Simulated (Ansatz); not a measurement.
Input and command of a calculation in Ansatz (plane waves; scalar-relativistic PAW potentials unless the input names others):

```yaml
crystal:
  lattice:
    - [0.0, 4.0370062299, -4.0370062299]
    - [4.0370062299, 4.0370062299, 0.0]
    - [4.0370062299, 0.0, -4.0370062299]
  atoms:
    - { symbol: W, position: [0.5835267886, -9.00356e-05, 0.5022406146] }
    - { symbol: W, position: [0.5265491, 0.4546996697, 0.5306248338] }
    - { symbol: W, position: [-0.0609666227, 0.041942875, 0.5395033873] }
    - { symbol: W, position: [-0.0372850261, 0.4979446668, 0.4470840056] }
    - { symbol: W, position: [0.573126139, -0.0764278247, 0.0354516905] }
    - { symbol: W, position: [0.5100122153, 0.4818568947, -0.0034236327] }
    - { symbol: W, position: [-0.0829468858, 0.0186333022, -0.0066542977] }
    - { symbol: W, position: [-0.0120157084, 0.5814404517, -0.0448266015] }
basis:
  ecutwfc: 420
kpoints:
  mp_grid: { grid: [8, 8, 8] }
hamiltonian:
  xc: pbe
scf:
  occupations: { method: gaussian, width: 0.15 }
  algorithm: density_mixing
output:
  forces: true
  eigenvalues: true
  stress: true
```

```bash
ansatz run input.yaml --threads 2 --pin off --max-ram 5120MiB --backend cpu --events-out ev --progress --plain --runs-dir out
```

Abridged log:
```
Pseudopotentials: kind: paw
Pseudopotential: W, paw, valence charge 14, recommended cutoff 420 eV (normal)
Functional definition: PBE
Crystal: 8 atoms, lattice volume = 131.586 Å³
Basis set: ecut = 420 eV, 2637 PW (Γ), exchange–correlation on 80×80×80 points (8 copies of the dense FFT grid, shifted against one another)
Bands: 68, of which v1, the nominal top of the filled ones, is band 56 counted from 1 (55 counted from 0)
Symmetry: 1 space group operations
Space group: P1 (ITA 1), of the structure as read, at distance tolerance 5.1e-5 Å
k-points: 260 of 512 (time reversal used)
Initial density: superposition of atomic densities (neutral atoms: chi_scale 0, normalization atom), corrected by the library's trained network
Initial wavefunctions: pseudopotential atomic-orbital guess
Functional: x = pbe(κ = 0.804, μ = 0.21951497), c = pbe(β = 0.06672455)
SCF iter   1: F=—  HF=-83065.182714 eV  |F-HF|=—  |Δ(HF+E_count)|=         —  Δρ=1.25e-2  dr2=3.62e-1  ethr=1.77e-3  ⟨swp⟩=4.5  Hψ=65424  notcnv=0
SCF iter   2: F=—  HF=-83065.136147 eV  |F-HF|=—  |Δ(HF+E_count)|=   4.66e-2  Δρ=7.16e-3  dr2=1.29e-1  ethr=3.24e-4  ⟨swp⟩=1.0  Hψ=20540  notcnv=0
SCF iter   3: F=—  HF=-83065.109513 eV  |F-HF|=—  |Δ(HF+E_count)|=   2.66e-2  Δρ=1.01e-3  dr2=2.37e-3  ethr=1.16e-4  ⟨swp⟩=2.0  Hψ=23063  notcnv=0
SCF iter   4: F=—  HF=-83065.109069 eV  |F-HF|=—  |Δ(HF+E_count)|=   4.44e-4  Δρ=2.29e-4  dr2=1.03e-4  ethr=2.12e-6  ⟨swp⟩=2.0  Hψ=23118  notcnv=0
SCF iter   5: F=—  HF=-83065.109058 eV  |F-HF|=—  |Δ(HF+E_count)|=   1.16e-5  Δρ=6.13e-5  dr2=7.00e-6  ethr=9.18e-8  ⟨swp⟩=2.0  Hψ=22762  notcnv=0
SCF iter   6: F=—  HF=-83065.109060 eV  |F-HF|=—  |Δ(HF+E_count)|=   2.41e-6  Δρ=1.31e-5  dr2=3.01e-7  ethr=6.25e-9  ⟨swp⟩=2.1  Hψ=23449  notcnv=0
SCF iter   7: F=-83065.109060 eV  HF=-83065.109060 eV  |F-HF|=4.34e-9  |Δ(HF+E_count)|=   2.88e-8  Δρ=3.05e-6  dr2=1.49e-8  ethr=8.93e-11  ⟨swp⟩=11.6  Hψ=72958  notcnv=0
SCF 1 converged in 7 iterations: F = -83065.109060 eV  dr2 = 1.49e-8
SCF converged after 7 iterations
Free energy (F): -83065.109060 eV
Harris-Foulkes:  -83065.109060 eV  (|F-HF|=4.34e-9)
Internal energy: -83065.031527 eV  (E = F + TS)
E sigma→0 (E₀):  -83065.070294 eV
Entropy (-TS):   -0.077533 eV (-9.692 meV/atom)
Fermi energy:    21.315042 eV
--- Forces (eV/Å), atoms counted from 1 ---
  atom   1  W     -0.39177752    -5.76569787     3.02398722
  atom   2  W      4.48403373    -1.32922026     5.30012416
  atom   3  W     -8.63456652     4.90334702    -2.87524571
  atom   4  W      1.94750877     3.94315449    -2.94092102
  atom   5  W      6.71475975    -9.74880631     8.71968171
  atom   6  W      2.61359501    -0.00114863     0.50045019
  atom   7  W      3.43198886    10.89489820    -6.59188698
  atom   8  W    -10.16557878    -2.89648669    -5.13618513
--- Stress (GPa, compression-positive) ---
       50.523127       6.945884       5.485227
        6.945884      53.300323      -4.666306
        5.485227      -4.666306      45.115497
  P = ⅓ Tr σ = 49.6463 GPa (496.463 kbar)
```

Apart from outputs and empty bands, the input differs from a reference run on usual settings in scf.algorithm: not typed → "density_mixing". The reference, at the same geometry (not necessarily relaxed), gave pressure 49.65 GPa, largest force 14.702 eV/Å, no gap on the mesh. This run converged in 7 SCF iterations (reference: 7) with an energy at zero smearing within 0.01 meV/atom of the reference's, pressure 49.65 GPa, largest force 14.702 eV/Å, no gap on the mesh.

Time: 29 s on 2 threads of AMD EPYC 9R45 96-Core Processor (Zen 5), on a shared host, peak memory 1.7 GiB.